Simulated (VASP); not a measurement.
# Li2O (Fm-3m) in VASP: notebook, part 3 of 3

VASP 6.6.1.

### 4 Relaxation of cell and atoms, PBEsol

This run uses another cell than the first one, of 7.99 Å³/atom, 1.062 times its volume.

INCAR reads:

```
SYSTEM = Li2O
  ALGO = Normal
  EDIFF = 1E-7
  EDIFFG = -0.005
  ENCUT = 600
  GGA = PS
  IBRION = 2
  ISIF = 3
  ISMEAR = 0
  KPAR = 2
  LASPH = .TRUE.
  LCHARG = .FALSE.
  LREAL = .FALSE.
  LWAVE = .FALSE.
  NELM = 80
  NSW = 90
  PREC = Accurate
  SIGMA = 0.03
```

KPOINTS reads:

```
k-points
0
G
  10 10 10
  0 0 0
```

POSCAR reads:

```
Li2O                                    
1.0
    0.0000000000      2.2884657623      2.2884657623
    2.2884657623      0.0000000000      2.2884657623
    2.2884657623      2.2884657623     -0.0000000000
  Li              O             
     2     1
Direct
     0.2500000000000000    0.2500000000000000    0.2500000000000000
     0.7500000000000000    0.7500000000000000    0.7500000000000000
     0.0000000000000000    0.0000000000000000    0.0000000000000000
```

Potentials or basis: VASP PAW PBE potentials, release 64 (Li_sv, O).

Started as:

```
> cat potpaw_PBE.64/Li_sv/POTCAR potpaw_PBE.64/O/POTCAR > POTCAR
> mpirun -np 2 vasp_std > vasp.out
```

OUTCAR:

```text
SYSTEM = Li2O
   EDIFF = 1E-7
   EDIFFG = -0.005
   ENCUT = 600
   GGA = PS
   IBRION = 2
   ISIF = 3
   ISMEAR = 0
   LASPH = .TRUE.
   LREAL = .FALSE.
   NELM = 80
   NSW = 90
   PREC = Accurate

 ion  position               nearest neighbor table
   1  0.250  0.250  0.250-   3 1.98   3 1.98   3 1.98   3 1.98   2 2.29   2 2.29   2 2.29   2 2.29
                             2 2.29   2 2.29
   2  0.750  0.750  0.750-   3 1.98   3 1.98   3 1.98   3 1.98   1 2.29   1 2.29   1 2.29   1 2.29
                             1 2.29   1 2.29
   3  0.000  0.000  0.000-   1 1.98   2 1.98   2 1.98   2 1.98   2 1.98   1 1.98   1 1.98   1 1.98

  LATTYP: Found a face centered cubic cell.
 ALAT       =     4.5769315246

  Lattice vectors:

 A1 = (   0.0000000000,   2.2884657623,   2.2884657623)
 A2 = (   2.2884657623,   0.0000000000,   2.2884657623)
 A3 = (   2.2884657623,   2.2884657623,   0.0000000000)

Analysis of symmetry for initial positions (statically):
=====================================================================
 Subroutine PRICEL returns:
 Original cell was already a primitive cell.

 Routine SETGRP: Setting up the symmetry group for a
 face centered cubic supercell.

 Subroutine GETGRP returns: Found 48 space group operations
 (whereof 48 operations were pure point group operations)
 out of a pool of 48 trial point group operations.

The static configuration has the point symmetry O_h .

Analysis of symmetry for dynamics (positions and initial velocities):
=====================================================================
 Subroutine PRICEL returns:
 Original cell was already a primitive cell.

 Routine SETGRP: Setting up the symmetry group for a
 face centered cubic supercell.

 Subroutine GETGRP returns: Found 48 space group operations
 (whereof 48 operations were pure point group operations)
 out of a pool of 48 trial point group operations.
[... 182 lines left out ...]

  FREE ENERGIE OF THE ION-ELECTRON SYSTEM (eV)
  ---------------------------------------------------
  free  energy   TOTEN  =       -14.7499060319 eV

  energy  without entropy=      -14.7499060319  energy(sigma->0) =      -14.74990603

--------------------------------------- Ionic step        2  -------------------------------------------

 number of electron      12.0000003 magnetization

 Free energy of the ion-electron system (eV)
  ---------------------------------------------------
  ext. energy  EPLUGINS =         0.00000000
  ---------------------------------------------------
  free energy    TOTEN  =       -14.74993967 eV

  energy without entropy =      -14.74993967  energy(sigma->0) =      -14.74993967

 E-fermi :   1.6153     XC(G=0): -10.0350

 val. band max:        1.3666524835   @ k =   0.0000   0.0000   0.0000
 cond. band min:       6.2325738744   @ k =   0.5000   0.5000   0.0000
 fundamental gap:      4.8659213910
 Fermi energy:         1.6152985265

 k-point     1 :       0.0000    0.0000    0.0000
  band No.  band energies     occupation
      1     -40.8610      2.00000
      2     -40.4807      2.00000
      3     -14.0296      2.00000
      4       1.3667      2.00000
      5       1.3667      2.00000
      6       1.3667      2.00000
      7       6.7263      0.00000
      8      13.3121      0.00000
      9      13.3121      0.00000
     10      13.3122      0.00000
[... 287 lines left out ...]
 k-point    24 :       0.4000    0.3000    0.0000
  band No.  band energies     occupation
      1     -40.7354      2.00000
      2     -40.5704      2.00000
      3     -13.8089      2.00000
      4      -0.3347      2.00000
      5       0.2297      2.00000
      6       0.2909      2.00000
      7       7.1903      0.00000
      8      14.1097      0.00000
      9      14.4835      0.00000
     10      15.6853      0.00000

 [... further k-points ...]

------------------------ aborting loop because EDIFF is reached ----------------------------------------

  FORCE on cell =-STRESS in cart. coord.  units (eV):
  Direction    XX          YY          ZZ          XY          YZ          ZX
  --------------------------------------------------------------------------------------
  -------------------------------------------------------------------------------------
  Total        0.0133544      0.0133544      0.0133544      0.0000000      0.0000000      0.0000000
  in kB        0.8913091      0.8913091      0.8913091      0.0000000      0.0000000      0.0000000
  external PRESSURE =       0.8913091 kB  Pullay stress =       0.0000000 kB

 VOLUME and BASIS-vectors are now :
 -----------------------------------------------------------------------------
  energy-cutoff  :      600.00
  volume of cell :       24.01
      direct lattice vectors                 reciprocal lattice vectors
    -0.000000000  2.289597216  2.289597216    -0.218379022  0.218379022  0.218379022
     2.289597216  0.000000000  2.289597216     0.218379022 -0.218379022  0.218379022
     2.289597216  2.289597216  0.000000000     0.218379022  0.218379022 -0.218379022

 POSITION                                       TOTAL-FORCE (eV/Angst)
 -----------------------------------------------------------------------------------
      1.14480      1.14480      1.14480        -0.000000     -0.000000     -0.000000
      3.43440      3.43440      3.43440         0.000000      0.000000      0.000000
      4.57919      4.57919      4.57919        -0.000000     -0.000000     -0.000000
 -----------------------------------------------------------------------------------
    total drift:                                0.000000      0.000000      0.000000

  FREE ENERGIE OF THE ION-ELECTRON SYSTEM (eV)
  ---------------------------------------------------
  free  energy   TOTEN  =       -14.7499396750 eV

  energy  without entropy=      -14.7499396750  energy(sigma->0) =      -14.74993967

 reached required accuracy - stopping structural energy minimisation
```

OSZICAR:

```text
N       E                     dE             d eps       ncg     rms          rms(c)
DAV:   1     0.434798978048E+02    0.43480E+02   -0.67171E+03   940   0.144E+03
DAV:   2    -0.113274729149E+02   -0.54807E+02   -0.52483E+02  1100   0.249E+02
DAV:   3    -0.162536899371E+02   -0.49262E+01   -0.49059E+01  1638   0.628E+01
[... 13 lines left out ...]
DAV:   1    -0.147500834004E+02   -0.17738E-03   -0.27169E-03   952   0.506E-01    0.947E-02
DAV:   2    -0.147499491979E+02    0.13420E-03   -0.93086E-04   980   0.239E-01    0.285E-02
DAV:   3    -0.147499416831E+02    0.75148E-05   -0.25863E-05  1054   0.483E-02    0.169E-02
DAV:   4    -0.147499396816E+02    0.20016E-05   -0.48014E-06  1574   0.199E-02    0.195E-03
DAV:   5    -0.147499396750E+02    0.65742E-08   -0.46519E-07   948   0.736E-03
   2 F= -.14749940E+02 E0= -.14749940E+02  d E =-.336431E-04
```

CONTCAR:

```text
Li2O
   1.00000000000000
    -0.0000000000000000    2.2895972158891498    2.2895972158891498
     2.2895972158891498    0.0000000000000000    2.2895972158891498
     2.2895972158891498    2.2895972158891498    0.0000000000000000
  Li              O
     2     1
Direct
     0.2500000000000000    0.2500000000000000    0.2500000000000000
     0.7500000000000000    0.7500000000000000    0.7500000000000000
     1.0000000000000000    1.0000000000000000    1.0000000000000000

  0.00000000E+00  0.00000000E+00  0.00000000E+00
  0.00000000E+00  0.00000000E+00  0.00000000E+00
  0.00000000E+00  0.00000000E+00  0.00000000E+00
```

Wall time 12 s (2 MPI ranks of Intel Xeon Platinum 8259CL at 2.50GHz (Skylake/Cascade Lake), shared host); peak memory 0.14 GiB.

Results:

```
Free energy                            : -14.7499 eV
Relaxed volume                         : 8.00 Å³/atom
Relaxed cell                           : a = 3.238 Å, b = 3.238 Å, c = 3.238 Å, α = 60.00°, β = 60.00°, γ = 60.00°
Space group after relaxing (to 0.05 Å) : Fm-3m (No. 225)
Energy gained by relaxing              : 0.0 meV/atom
Ionic steps                            : 2
Pressure after relaxing                : 0.1 GPa
Band gap on the k mesh                 : 4.87 eV, indirect (least direct gap 5.36 eV)
```

Final structure:
```cif
data_structure
_symmetry_space_group_name_H-M 'P 1'
_symmetry_Int_Tables_number 1
_cell_length_a 3.2380
_cell_length_b 3.2380
_cell_length_c 3.2380
_cell_angle_alpha 60.000
_cell_angle_beta 60.000
_cell_angle_gamma 60.000
_cell_volume 24.01
loop_
_atom_site_label
_atom_site_type_symbol
_atom_site_fract_x
_atom_site_fract_y
_atom_site_fract_z
_atom_site_occupancy
Li1 Li 0.25000 0.25000 0.25000 1
Li2 Li 0.75000 0.75000 0.75000 1
O1 O 0.00000 0.00000 0.00000 1
```

Levels at points of the mesh, in eV from the valence-band top:
```tsv
k point	band 4	band 5	band 6	band 7	band 8	band 9
(0.00, 0.00, 0.00)	0.00	0.00	0.00	5.36	11.95	11.95
(0.50, 0.00, 0.00)	-2.87	-0.47	-0.47	9.26	9.99	12.06
(0.50, 0.50, 0.00)	-1.63	-1.45	-1.45	4.87	13.66	13.66
```

Caveat: the cutoff is under 1.25 times the usual one of these potentials, so pressure, stress and relaxed cells hold a basis-set (Pulay) error; the PAW data sets were made with another functional, which shifts forces and pressure a little.
